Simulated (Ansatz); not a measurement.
Runs of Ansatz 0.2.0 on KBr. The structure is cubic, space group Fm-3m (No. 225). The conventional cell has a = 6.600 Å, b = 6.600 Å, c = 6.600 Å, α = 90.00°, β = 90.00°, γ = 90.00°. Br (site symmetry m-3m) is surrounded by 6 K at 3.30 Å. K (site symmetry m-3m) is surrounded by 6 Br at 3.30 Å. 

```tsv
task	level	potentials or basis	cell	k mesh	cutoff (eV)	smearing	basis error allowed	gap on the mesh (eV)	pressure (GPa)	relaxed volume (Å³/atom)
relaxation of cell and atoms	revPBE+D4	all-electron LAPW, scalar-relativistic	relaxed	7 × 7 × 7	-	fermi-dirac 0.05 eV	0.001 eV/atom	4.58	0.0	37.97
single point	PBE	all-electron LAPW, scalar-relativistic	as given	5 × 5 × 5	111	fermi-dirac 0.03 eV	0.003 eV/atom	4.43	0.7	-
relaxation of cell and atoms	BLYP+D3(BJ)	all-electron LAPW, scalar-relativistic	relaxed	7 × 7 × 7	-	fermi-dirac 0.05 eV	0.001 eV/atom	4.58	0.0	34.22
band structure	PBEsol	all-electron LAPW, non-relativistic	as given	7 × 7 × 7	128	fermi-dirac 0.05 eV	0.001 eV/atom	(b)	-0.2	-
single point	PBE	all-electron LAPW, scalar-relativistic	as given	4 × 4 × 4	117	fermi-dirac 0.04 eV	0.002 eV/atom	4.43	0.7	-
relaxation of cell and atoms	PBE	all-electron LAPW, scalar-relativistic	relaxed	7 × 7 × 7	-	fermi-dirac 0.05 eV	0.001 eV/atom	4.32	0.0	37.60
relaxation of cell and atoms	revPBE+D3(BJ)	all-electron LAPW, scalar-relativistic	relaxed	7 × 7 × 7	-	fermi-dirac 0.05 eV	0.001 eV/atom	(a)	0.0	36.03
relaxation of cell and atoms	revPBE+D4	all-electron LAPW, scalar-relativistic	relaxed	7 × 7 × 7	-	fixed	0.002 eV/atom	4.58	0.0	37.97
band structure	PBEsol	all-electron PAW datasets made for the crystal	as given	7 × 7 × 7	200	fermi-dirac 0.05 eV	-	4.28	-0.3	-
band structure	BLYP	all-electron LAPW, scalar-relativistic	as given	7 × 7 × 7	128	fermi-dirac 0.05 eV	0.001 eV/atom	4.44	1.5	-
band structure	PBEsol	all-electron LAPW, inner shells corrected to Dirac's equation	as given	7 × 7 × 7	128	fermi-dirac 0.05 eV	0.001 eV/atom	4.28	-0.3	-
Born charges and dielectric tensor	LDA	all-electron PAW datasets made for the crystal	as given	7 × 7 × 7	220	fixed	-	4.03	-	-
```

Alike in all rows: no spin polarisation.

Fill in the values left out.

(a) 4.72; (b) 4.50.

Caveats: an odd mesh through Γ misses points on the zone boundary, where band edges often lie (some runs); relativity is left out, which matters for the heavier elements (some runs); the program warned that the printed levels may be off, so bands, gaps and densities of states are rough (some runs).

A k mesh can miss the band edges, and the runs leave out spin-orbit coupling on Br.

Not every run made on this cell is shown here.
